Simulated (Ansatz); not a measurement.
Geometry optimisation in Ansatz: input, command and trajectory.

```yaml
crystal:
  lattice:
    - [5.069311, 0.0, 0.0]
    - [0.0, 5.069311, 0.0]
    - [0.0, 0.0, 7.232025]
  atoms:
    - { symbol: C, position: [0.988792, 0.011208, 0.75] }
    - { symbol: C, position: [0.011208, 0.988792, 0.25] }
    - { symbol: C, position: [0.511208, 0.511208, 0.5] }
    - { symbol: C, position: [0.488792, 0.488792, 0.0] }
    - { symbol: O, position: [0.674986, 0.347607, 0.492671] }
    - { symbol: O, position: [0.325014, 0.652393, 0.992671] }
    - { symbol: O, position: [0.847607, 0.825014, 0.242671] }
    - { symbol: O, position: [0.152393, 0.174986, 0.742671] }
    - { symbol: O, position: [0.652393, 0.325014, 0.007329] }
    - { symbol: O, position: [0.347607, 0.674986, 0.507329] }
    - { symbol: O, position: [0.825014, 0.847607, 0.757329] }
    - { symbol: O, position: [0.174986, 0.152393, 0.257329] }
basis:
  ecutwfc: 420
kpoints:
  mp_grid: { grid: [4, 4, 4] }
hamiltonian:
  xc: pbe
  dispersion: d3bj
scf:
  occupations: { method: gaussian, width: 0.02 }
output:
  forces: true
  stress: true
  eigenvalues: true
relax:
  adjacent_minimum: "off"
  f_tol: 0.02
  max_steps: 70
  cell: { stress_tol: 0.03 }
```

```bash
ansatz run input.yaml --threads 2 --pin off --max-ram 5120MiB --backend cpu --events-out ev --progress --plain --runs-dir out
```

Level of theory: Ansatz 0.2.0, DFT PBE+D3(BJ), scalar-relativistic, plane waves, PAW.

Of 68 frames 10 are shown, positions in Å and forces in eV/Å; the SCF threshold varies from step to step. Steps run on the plane waves of an earlier cell, with a Pulay correction in the pressure. The basis is chosen afresh for the last frame, the zero of the energies, and can be on the way; energy and pressure step there, also at an unchanged geometry.

```xyz
12
Lattice="5.0693 0.0000 0.0000 0.0000 5.0693 0.0000 0.0000 0.0000 7.2320" Properties=species:S:1:pos:R:3:forces:R:3 pbc="T T T" step=1 free_energy_over_end_meV_per_atom=8.75 pressure_GPa=-1.28
C     5.0125    0.0568    5.4240    0.0110   -0.0110    0.0000
C     0.0568    5.0125    1.8080   -0.0110    0.0110    0.0000
C     2.5915    2.5915    3.6160   -0.0110   -0.0110    0.0000
C     2.4778    2.4778    0.0000    0.0110    0.0110    0.0000
O     3.4217    1.7621    3.5630   -0.4530    0.4210    0.0510
O     1.6476    3.3072    7.1790    0.4530   -0.4210    0.0510
O     4.2968    4.1823    1.7550    0.4210    0.4530    0.0510
O     0.7725    0.8871    5.3710   -0.4210   -0.4530    0.0510
O     3.3072    1.6476    0.0530   -0.4210    0.4530   -0.0510
O     1.7621    3.4217    3.6690    0.4210   -0.4530   -0.0510
O     4.1823    4.2968    5.4770    0.4530    0.4210   -0.0510
O     0.8871    0.7725    1.8610   -0.4530   -0.4210   -0.0510
12
Lattice="5.0453 0.0000 0.0000 0.0000 5.0453 0.0000 0.0000 0.0000 7.5657" Properties=species:S:1:pos:R:3:forces:R:3 pbc="T T T" step=8 free_energy_over_end_meV_per_atom=6.01 pressure_GPa=0.03
C     5.0450    0.0003    5.6743    0.0030   -0.0030    0.0000
C     0.0003    5.0450    1.8914   -0.0030    0.0030    0.0000
C     2.5230    2.5230    3.7828   -0.0030   -0.0030    0.0000
C     2.5223    2.5223    0.0000    0.0030    0.0030    0.0000
O     3.3492    1.6964    3.7801    0.0110   -0.0080    0.0010
O     1.6961    3.3489    7.5629   -0.0110    0.0080    0.0010
O     4.2190    4.2187    1.8886   -0.0080   -0.0110    0.0010
O     0.8263    0.8266    5.6715    0.0080    0.0110    0.0010
O     3.3489    1.6961    0.0028    0.0080   -0.0110   -0.0010
O     1.6964    3.3492    3.7856   -0.0080    0.0110   -0.0010
O     4.2187    4.2190    5.6771   -0.0110   -0.0080   -0.0010
O     0.8266    0.8263    1.8942    0.0110    0.0080   -0.0010
12
Lattice="4.9721 0.0000 0.0000 0.0000 4.9721 0.0000 0.0000 0.0000 7.8415" Properties=species:S:1:pos:R:3:forces:R:3 pbc="T T T" step=16 free_energy_over_end_meV_per_atom=3.72 pressure_GPa=-0.01
C     4.9720    0.0001    5.8812    0.0000    0.0000    0.0000
C     0.0001    4.9720    1.9604    0.0000    0.0000    0.0000
C     2.4861    2.4861    3.9208    0.0000    0.0000    0.0000
C     2.4860    2.4860    0.0000    0.0000    0.0000    0.0000
O     3.3127    1.6595    3.9208   -0.0030    0.0030    0.0000
O     1.6594    3.3126    7.8415    0.0030   -0.0030    0.0000
O     4.1456    4.1454    1.9604    0.0030    0.0030    0.0000
O     0.8265    0.8267    5.8812   -0.0030   -0.0030    0.0000
O     3.3126    1.6594    0.0000   -0.0030    0.0030    0.0000
O     1.6595    3.3127    3.9208    0.0030   -0.0030    0.0000
O     4.1454    4.1456    5.8811    0.0030    0.0030    0.0000
O     0.8267    0.8265    1.9604   -0.0030   -0.0030    0.0000
12
Lattice="4.8996 0.0000 0.0000 0.0000 4.8996 0.0000 0.0000 0.0000 8.0755" Properties=species:S:1:pos:R:3:forces:R:3 pbc="T T T" step=23 free_energy_over_end_meV_per_atom=2.62 pressure_GPa=0.01
C     4.8995    0.0001    6.0567    0.0010   -0.0010    0.0000
C     0.0001    4.8995    2.0189   -0.0010    0.0010    0.0000
C     2.4499    2.4499    4.0378   -0.0010   -0.0010    0.0000
C     2.4497    2.4497    0.0000    0.0010    0.0010    0.0000
O     3.2764    1.6233    4.0378   -0.0010    0.0010    0.0000
O     1.6232    3.2763    8.0756    0.0010   -0.0010    0.0000
O     4.0731    4.0730    2.0189    0.0010    0.0010    0.0000
O     0.8265    0.8266    6.0567   -0.0010   -0.0010    0.0000
O     3.2763    1.6232    0.0000   -0.0010    0.0010    0.0000
O     1.6233    3.2764    4.0377    0.0010   -0.0010    0.0000
O     4.0730    4.0731    6.0566    0.0010    0.0010    0.0000
O     0.8266    0.8265    2.0189   -0.0010   -0.0010    0.0000
12
Lattice="4.8023 0.0000 0.0000 0.0000 4.8023 0.0000 0.0000 0.0000 8.3868" Properties=species:S:1:pos:R:3:forces:R:3 pbc="T T T" step=31 free_energy_over_end_meV_per_atom=1.99 pressure_GPa=0.00
C     4.8022    0.0001    6.2901    0.0000    0.0000    0.0000
C     0.0001    4.8022    2.0967    0.0000    0.0000    0.0000
C     2.4012    2.4012    4.1934    0.0000    0.0000    0.0000
C     2.4011    2.4011    0.0000    0.0000    0.0000    0.0000
O     3.2278    1.5746    4.1934    0.0010   -0.0010    0.0000
O     1.5745    3.2276    8.3868   -0.0010    0.0010    0.0000
O     3.9758    3.9756    2.0967   -0.0010   -0.0010    0.0000
O     0.8265    0.8267    6.2901    0.0010    0.0010    0.0000
O     3.2276    1.5745    0.0000    0.0010   -0.0010    0.0000
O     1.5746    3.2278    4.1934   -0.0010    0.0010    0.0000
O     3.9756    3.9758    6.2901   -0.0010   -0.0010    0.0000
O     0.8267    0.8265    2.0967    0.0010    0.0010    0.0000
12
Lattice="4.7299 0.0000 0.0000 0.0000 4.7299 0.0000 0.0000 0.0000 8.6168" Properties=species:S:1:pos:R:3:forces:R:3 pbc="T T T" step=38 free_energy_over_end_meV_per_atom=1.43 pressure_GPa=0.00
C     4.7301   -0.0002    6.4626    0.0000    0.0000    0.0000
C    -0.0002    4.7301    2.1542    0.0000    0.0000    0.0000
C     2.3648    2.3648    4.3084    0.0000    0.0000    0.0000
C     2.3652    2.3652    0.0000    0.0000    0.0000    0.0000
O     3.1914    1.5382    4.3084    0.0000    0.0000    0.0000
O     1.5386    3.1918    8.6168    0.0000    0.0000    0.0000
O     3.9031    3.9035    2.1542    0.0000    0.0000    0.0000
O     0.8268    0.8264    6.4626    0.0000    0.0000    0.0000
O     3.1918    1.5386    0.0000    0.0000    0.0000    0.0000
O     1.5382    3.1914    4.3084    0.0000    0.0000    0.0000
O     3.9035    3.9031    6.4626    0.0000    0.0000    0.0000
O     0.8264    0.8268    2.1542    0.0000    0.0000    0.0000
12
Lattice="4.6393 0.0000 0.0000 0.0000 4.6393 0.0000 0.0000 0.0000 8.9093" Properties=species:S:1:pos:R:3:forces:R:3 pbc="T T T" step=46 free_energy_over_end_meV_per_atom=0.73 pressure_GPa=0.00
C     4.6401   -0.0008    6.6820   -0.0020    0.0020    0.0000
C    -0.0008    4.6401    2.2273    0.0020   -0.0020    0.0000
C     2.3189    2.3189    4.4546    0.0020    0.0020    0.0000
C     2.3205    2.3205    0.0000   -0.0020   -0.0020    0.0000
O     3.1456    1.4924    4.4546   -0.0010    0.0000    0.0000
O     1.4937    3.1470    8.9092    0.0010    0.0000    0.0000
O     3.8120    3.8134    2.2273    0.0000    0.0010    0.0000
O     0.8273    0.8260    6.6819    0.0000   -0.0010    0.0000
O     3.1470    1.4937    0.0000    0.0000    0.0010    0.0000
O     1.4924    3.1456    4.4547    0.0000   -0.0010    0.0000
O     3.8134    3.8120    6.6820    0.0010    0.0000    0.0000
O     0.8260    0.8273    2.2274   -0.0010    0.0000    0.0000
12
Lattice="4.5699 0.0000 0.0000 0.0000 4.5699 0.0000 0.0000 0.0000 9.1438" Properties=species:S:1:pos:R:3:forces:R:3 pbc="T T T" step=53 free_energy_over_end_meV_per_atom=0.25 pressure_GPa=0.02
C     4.5700    0.0000    6.8578   -0.0020    0.0020    0.0000
C     0.0000    4.5700    2.2859    0.0020   -0.0020    0.0000
C     2.2849    2.2849    4.5719    0.0020    0.0020    0.0000
C     2.2850    2.2850    0.0000   -0.0020   -0.0020    0.0000
O     3.1117    1.4584    4.5718    0.0030   -0.0040    0.0000
O     1.4583    3.1115    9.1437   -0.0030    0.0040    0.0000
O     3.7434    3.7432    2.2859   -0.0040   -0.0030    0.0000
O     0.8265    0.8267    6.8578    0.0040    0.0030    0.0000
O     3.1115    1.4583    0.0001    0.0040   -0.0030    0.0000
O     1.4584    3.1117    4.5719   -0.0040    0.0030    0.0000
O     3.7432    3.7434    6.8579   -0.0030   -0.0040    0.0000
O     0.8267    0.8265    2.2860    0.0030    0.0040    0.0000
12
Lattice="4.5098 0.0000 0.0000 0.0000 4.5098 0.0000 0.0000 0.0000 9.3515" Properties=species:S:1:pos:R:3:forces:R:3 pbc="T T T" step=61 free_energy_over_end_meV_per_atom=-0.02 pressure_GPa=0.00
C     4.5098    0.0000    7.0136    0.0000    0.0000    0.0000
C     0.0000    4.5098    2.3379    0.0000    0.0000    0.0000
C     2.2549    2.2549    4.6757    0.0000    0.0000    0.0000
C     2.2549    2.2549    0.0000    0.0000    0.0000    0.0000
O     3.0816    1.4282    4.6757    0.0010   -0.0010    0.0000
O     1.4282    3.0816    9.3515   -0.0010    0.0010    0.0000
O     3.6831    3.6831    2.3379   -0.0010   -0.0010    0.0000
O     0.8267    0.8267    7.0136    0.0010    0.0010    0.0000
O     3.0816    1.4282    0.0000    0.0010   -0.0010    0.0000
O     1.4282    3.0816    4.6757   -0.0010    0.0010    0.0000
O     3.6831    3.6831    7.0136   -0.0010   -0.0010    0.0000
O     0.8267    0.8267    2.3379    0.0010    0.0010    0.0000
12
Lattice="4.4851 0.0000 0.0000 0.0000 4.4851 0.0000 0.0000 0.0000 9.4404" Properties=species:S:1:pos:R:3:forces:R:3 pbc="T T T" step=68 free_energy_over_end_meV_per_atom=0.00 pressure_GPa=0.00
C     4.4851    0.0000    7.0803    0.0000    0.0000    0.0000
C     0.0000    4.4851    2.3601    0.0000    0.0000    0.0000
C     2.2426    2.2426    4.7202    0.0000    0.0000    0.0000
C     2.2425    2.2425    0.0000    0.0000    0.0000    0.0000
O     3.0692    1.4159    4.7202    0.0010    0.0000    0.0000
O     1.4159    3.0692    9.4404   -0.0010    0.0000    0.0000
O     3.6584    3.6584    2.3601    0.0000   -0.0010    0.0000
O     0.8267    0.8267    7.0803    0.0000    0.0010    0.0000
O     3.0692    1.4159    0.0000    0.0000   -0.0010    0.0000
O     1.4159    3.0692    4.7202    0.0000    0.0010    0.0000
O     3.6584    3.6584    7.0803   -0.0010    0.0000    0.0000
O     0.8267    0.8267    2.3601    0.0010    0.0000    0.0000
```

The run took 7.3 min on 2 threads of Arm Neoverse V1, with other jobs on the host, peak memory 0.58 GiB.